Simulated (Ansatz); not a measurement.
# Zn (P-1) in Ansatz: further runs

The runs below take Zn through single point, with PBEsol.

All numbers are computed with Ansatz 0.2.0; they aren't measurements. Logs are shortened: lines on timing, memory, paths and dates and some standing lists are left out, and cuts for length are marked.

## (1) The cell of the first run

The typed cell holds 3 atoms: a = 2.664 Å, b = 2.573 Å, c = 7.472 Å, α = 100.57°, β = 100.70°, γ = 59.94°.

This isn't the form of Zn at room conditions, which is hcp.

## (2) Single point, PBEsol, 14.44 Å³/atom (strain_shear_xy = -0.04)

input.yaml reads:

```yaml
crystal:
  lattice:
    - [2.2943399138, -1.3538504135, 0.0]
    - [2.2420004334, 1.2631236065, 0.0]
    - [-1.5917165425, 0.0318343308, 7.3004081919]
  atoms:
    - { symbol: Zn, position: [0.77801786, 0.77801786, 0.33450498] }
    - { symbol: Zn, position: [0.22198214, 0.22198214, 0.66549502] }
    - { symbol: Zn, position: [0.0, 0.0, 0.0] }
kpoints:
  mp_grid: { grid: [12, 12, 4] }
scf:
  occupations: { method: fermi_dirac, width: 0.05 }
hamiltonian:
  xc: pbesol
  pseudopotentials: { kind: all_electron, lapw: { basis_error: 0.002 } }
output:
  forces: true
  stress: true
  eigenvalues: true
```

Potentials or basis: all-electron LAPW, scalar-relativistic.

Run with:

```sh
> ansatz run input.yaml --threads 2 --pin off --max-ram 8192MiB --backend cpu --events-out ev --progress --plain --runs-dir out
```

Output:

```text
Warning: RAYON_NUM_THREADS=2 ignored (pool sized by the plan → 2); use --threads N
LAPW: plane waves up to 8.364 Å⁻¹, error target 2.0e-3 eV per atom; small_component_spin mean_spin; Zn in spheres of 1.287 Å, 20 of its electrons in bands, Dirac shells [] (how accurate: hamiltonian.pseudopotentials.lapw.basis_error, Limitations)
Engine: ansatz 0.2.0, aarch64-unknown-linux-gnu
Pseudopotentials: kind: all_electron
Pseudopotential: Zn, LAPW, valence charge 20, lapw/all_electron/scalar/gaussian/Zn, Koelling and Harmon's equation, gaussian nucleus
Functional definition: PBEsol
  exchange = pbesol_x
  correlation = pbesol_c
Crystal: 3 atoms, lattice volume = 43.316 Å³
Basis set: ecut = 266.511118198397 eV, 429 PW (Γ), exchange–correlation at level 2
Bands: 36, of which v1, the nominal top of the filled ones, is band 30 counted from 1 (29 counted from 0)
Symmetry: 2 space group operations
Space group: P-1 (ITA 2), of the structure as read, at distance tolerance 3.5e-5 Å
k-points: 292 of 576
Non-local potential: Zn, projectors of the file, none
Initial density: superposition of atomic densities (chi_scale 0.1, normalization cell)
Initial wavefunctions: plane waves of lowest kinetic energy (no species holds an atomic orbital)
Functional: x = pbesol(κ = 0.804, μ = 0.12345679012345678), c = pbesol(β = 0.046)
iter 1 solved again at ethr=2.25e-4 eV; its pass at ethr=1.00e-1 eV (dr2=1.35e-1 eV) is discarded
SCF iter   1: F=—  HF=-146505.138370 eV  |F-HF|=—  |Δ(HF+E_count)|=         —  Δρ=2.28e-2  dr2=1.35e-1  ethr=2.25e-4  ⟨swp⟩=3.0  Hψ=69244  notcnv=0
preconditioner: auto → Kerker (q_TF=auto, 2.881 Å⁻¹)  [metal: Δε(μ)=0.005 eV  Ē_g=12.631 eV  σ=0.050 eV  W_gap=0.03  n_scr=18 (ndim 8)  ℏωp=33.9 eV  f_vac=0.000  D(μ)=0.90/eV (n_scr^D=4)]
SCF iter   2: F=—  HF=-146504.935418 eV  |F-HF|=—  |Δ(HF+E_count)|=   2.03e-1  Δρ=8.14e-3  dr2=2.39e-2  ethr=2.25e-4  ⟨swp⟩=3.0  Hψ=35149  notcnv=0
SCF iter   3: F=—  HF=-146504.712363 eV  |F-HF|=—  |Δ(HF+E_count)|=   2.23e-1  Δρ=9.93e-3  dr2=3.15e-2  ethr=3.99e-5  ⟨swp⟩=3.0  Hψ=34302  notcnv=0
SCF iter   4: F=—  HF=-146504.698817 eV  |F-HF|=—  |Δ(HF+E_count)|=   1.35e-2  Δρ=3.96e-3  dr2=6.17e-3  ethr=3.99e-5  ⟨swp⟩=2.0  Hψ=30246  notcnv=0
iter 5 solved again at ethr=2.89e-7 eV; its pass at ethr=1.03e-5 eV (dr2=1.73e-4 eV) is discarded
SCF iter   5: F=—  HF=-146504.699440 eV  |F-HF|=—  |Δ(HF+E_count)|=   6.22e-4  Δρ=6.55e-4  dr2=1.73e-4  ethr=2.89e-7  ⟨swp⟩=2.0  Hψ=51909  notcnv=0
SCF iter   6: F=—  HF=-146504.699558 eV  |F-HF|=—  |Δ(HF+E_count)|=   1.18e-4  Δρ=3.19e-4  dr2=1.07e-4  ethr=2.88e-7  ⟨swp⟩=2.2  Hψ=30320  notcnv=0
SCF iter   7: F=—  HF=-146504.699276 eV  |F-HF|=—  |Δ(HF+E_count)|=   2.82e-4  Δρ=1.61e-4  dr2=8.48e-6  ethr=1.78e-7  ⟨swp⟩=2.0  Hψ=30249  notcnv=0
SCF iter   8: F=—  HF=-146504.699274 eV  |F-HF|=—  |Δ(HF+E_count)|=   1.18e-6  Δρ=3.38e-5  dr2=5.66e-7  ethr=1.41e-8  ⟨swp⟩=2.0  Hψ=30239  notcnv=0
SCF iter   9: F=—  HF=-146504.699274 eV  |F-HF|=—  |Δ(HF+E_count)|=   8.63e-8  Δρ=8.80e-6  dr2=3.02e-8  ethr=9.44e-10  ⟨swp⟩=2.0  Hψ=30239  notcnv=0
SCF iter  10: F=-146504.699274 eV  HF=-146504.699274 eV  |F-HF|=4.95e-10  |Δ(HF+E_count)|=   2.20e-8  Δρ=1.33e-6  dr2=5.17e-10  ethr=5.04e-11  ⟨swp⟩=2.0  Hψ=30245  notcnv=0
SCF 1 converged in 10 iterations: F = -146504.699274 eV  dr2 = 5.17e-10
SCF converged after 10 iterations
Free energy (F): -146504.699274 eV
Harris-Foulkes:  -146504.699274 eV  (|F-HF|=4.95e-10)
Internal energy: -146504.691786 eV  (E = F + TS)
E sigma→0 (E₀):  -146504.695530 eV
Entropy (-TS):   -0.007488 eV (-2.496 meV/atom)
Fermi energy:    14.669415 eV
--- Per-component energies (eV) ---
  E_band       = -1584.755214
  E_kinetic    = 149184.325486
  E_xc         = -5734.354650
  E_electrostatic = -289954.662622  (all electrons and nuclei)
  E_smearing   = -0.007488  (= −TS)
  E_closure    = 0.000000  (closes the sum)
  E_atoms      = -146499.996407  (free atoms, spherical and without spin; not in F)
  Σ components = -146504.699274   (vs F -146504.699274, Δ=0.00e0)
  Basis errors (estimates in eV, not in F): energy 5.3e-4 per atom: plane waves 5.1e-4 (2.8e-4 summed), levels above the bands 3.2e-55, relativity 3.4e-9, radial functions 1.6e-5, core shells 1.0e-11; eigenvalues (radial functions only) 2.3e-5; not estimated: angular momenta, meshes, grids; target (lapw.basis_error) 2.0e-3; muffin-tin radii Zn 1.287 Å
--- Forces (eV/Å), atoms counted from 1 ---
  atom   1  Zn     0.00484690    -0.01354823    -0.00697183
  atom   2  Zn    -0.00484690     0.01354823     0.00697183
  atom   3  Zn     0.00000000     0.00000000     0.00000000
  max |Σ_I F_I| component: 0.00e0 eV/Å
--- Stress (GPa, compression-positive) ---
       -1.440213       1.539244      -0.011980
        1.539244      -2.603483      -0.351156
       -0.011980      -0.351156       1.061445
  P = ⅓ Tr σ = -0.9941 GPa (-9.941 kbar)
--- Band table (eV; the first three rows and the last of 292) ---
  k-point 0: bands = ["-111.6471", "-111.6462", "-111.6457", "-65.9656", "-65.9647", "-65.9534", "-65.9437", "-65.9431", "-65.9425", "-65.9419", "-65.9416", "-65.9404", "3.8168", "5.6549", "5.6595", "6.6414", "6.8045", "6.8138", "6.8595", "6.9885", "6.9996", "7.0359", "7.3165", "7.3552", "7.4880", "7.4963", "7.5216", "7.5288", "7.6614", "7.6906", "16.3001", "16.3587", "28.5879", "32.1698", "32.5415", "32.5972"]
  k-point 1: bands = ["-111.6471", "-111.6463", "-111.6457", "-65.9681", "-65.9612", "-65.9545", "-65.9438", "-65.9429", "-65.9426", "-65.9420", "-65.9415", "-65.9405", "3.9903", "5.1683", "5.8123", "6.6442", "6.8007", "6.8207", "6.8545", "6.8970", "6.9879", "7.0025", "7.0325", "7.3337", "7.3710", "7.4382", "7.4725", "7.5326", "7.5629", "9.1504", "13.6261", "19.3589", "26.1218", "32.1351", "33.0275", "33.1889"]
  k-point 2: bands = ["-111.6470", "-111.6464", "-111.6456", "-65.9691", "-65.9574", "-65.9573", "-65.9439", "-65.9427", "-65.9426", "-65.9422", "-65.9413", "-65.9406", "4.4618", "4.5102", "5.8405", "6.6810", "6.6816", "6.7979", "6.8339", "6.8446", "6.9850", "7.0120", "7.0245", "7.3692", "7.3883", "7.4039", "7.4287", "7.5466", "7.5765", "10.7322", "11.6560", "22.6198", "22.7036", "32.0004", "33.0717", "33.2846"]
  k-point 291: bands = ["-111.6433", "-111.6425", "-111.6423", "-65.9804", "-65.9799", "-65.9785", "-65.9585", "-65.9579", "-65.9544", "-65.9523", "-65.9518", "-65.9501", "6.0612", "6.1135", "6.1280", "6.3695", "6.4056", "6.7714", "7.0685", "7.1815", "7.3668", "7.4137", "7.4205", "7.6043", "7.7446", "7.7623", "7.7665", "11.6737", "12.3982", "13.0340", "15.3819", "15.6519", "16.5252", "21.5533", "22.7069", "23.9240"]
```

It took 69 s on 2 threads of Arm Neoverse V1, shared host; peak memory 0.97 GiB.

Results:

```
Free energy            : -146504.6993 eV
Pressure               : -1.0 GPa
Largest force          : 0.016 eV/Å
Band gap on the k mesh : none (metal or under the smearing width)
```

## (3) Single point, PBEsol, 14.44 Å³/atom (strain_shear_xy = -0.02)

Edit input.yaml of step 2 so:

```diff
@@ -2,5 +2,5 @@
   lattice:
-    - [2.2943399138, -1.3538504135, 0.0]
-    - [2.2420004334, 1.2631236065, 0.0]
-    - [-1.5917165425, 0.0318343308, 7.3004081919]
+    - [2.2812550437, -1.3311687117, 0.0]
+    - [2.2550853035, 1.2858053083, 0.0]
+    - [-1.5917165425, 0.0159171654, 7.3004081919]
   atoms:
```

Potentials or basis: all-electron LAPW, scalar-relativistic.

Run with:

```sh
> ansatz run input.yaml --threads 2 --pin off --max-ram 8192MiB --backend cpu --events-out ev --progress --plain --runs-dir out
```

Run time: 65 s. Hardware: 2 threads of Arm Neoverse V1, shared host; peak memory 0.96 GiB.

The run converged. Its results:

- Free energy: -146504.7052 eV
- Pressure: -1.2 GPa
- Largest force: 0.011 eV/Å
- Band gap on the k mesh: none (metal or under the smearing width)
